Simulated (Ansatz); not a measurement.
# Te2Mo: equation of state with LDA

Te2Mo, a slab with vacuum:

```
Te Mo
1.0
     6.36161    0.00000    0.00000
     0.00000    3.48040    0.00000
    -0.08574    0.00000   36.17589
Te Mo
4 2
Direct
  0.42925 0.75000 0.54070
  0.57075 0.25000 0.45930
  0.92085 0.25000 0.55653
  0.07915 0.75000 0.44347
  0.18135 0.25000 0.49747
  0.81865 0.75000 0.50253
```

```yaml
Program: Ansatz 0.2.0
Task: equation of state
Functional: LDA
Potentials_or_basis: Ansatz PAW
Cutoff: 420 eV
Density_cutoff: 1680 eV
k_mesh: 4 × 8 × 1
Occupations: fermi-dirac, width 0.05 eV
Spin: no spin polarisation
```

| Item | Value |
| --- | --- |
| Equilibrium volume | 127.26 Å³/atom |
| Bulk modulus at fixed shape and positions | 21 GPa |
| Pressure derivative of the bulk modulus | 4.6 |

Energy against volume, from the lowest point:
| volume (Å³/atom) | energy (meV/atom) |
| --- | --- |
| 125.485 | 1.22 |
| 128.155 | 0.00 |
| 130.825 | 5.73 |
| 133.495 | 17.66 |
| 136.165 | 35.13 |
| 138.835 | 57.49 |
| 141.505 | 84.21 |

All runs of the series together: 2.7 min on 2 threads of Arm Neoverse V1 (shared host).

Caveat: the cell was scaled at fixed shape and fractional positions, which overstates the stiffness of a crystal with free parameters, most of all of layers and chains. The run has no spin-orbit coupling, so splittings on Te are missing.
